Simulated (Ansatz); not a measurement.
Crystal: TiAl.

```
Ti Al
1.0
     2.86726    0.00000    0.00000
    -1.43363    2.48312    0.00000
     0.00000    0.00000    4.67808
Ti Al
1 1
Direct
  0.00000 0.00000 0.00000
  0.33333 0.66667 0.50000
```

The cell comes from a database or a generator and needn't be the stable form of this composition.

Base run:

- Program: Ansatz 0.2.0
- Functional: PBEsol
- Potentials or basis: all-electron LAPW, scalar-relativistic
- Cutoff: 225 eV (chosen from the basis error)
- Basis error allowed: 0.001 eV/atom
- k mesh: 11 × 11 × 6
- Occupations: fermi-dirac, width 0.05 eV
- Spin: no spin polarisation

Its results: pressure -2.9 GPa.

**Question.** The run is repeated on the same cell with these changes: functional from PBEsol to LDA. What comes out?

**Answer.** Pressure -6.1 GPa.

LDA binds more tightly than PBEsol, so the same cell stands under less pressure.
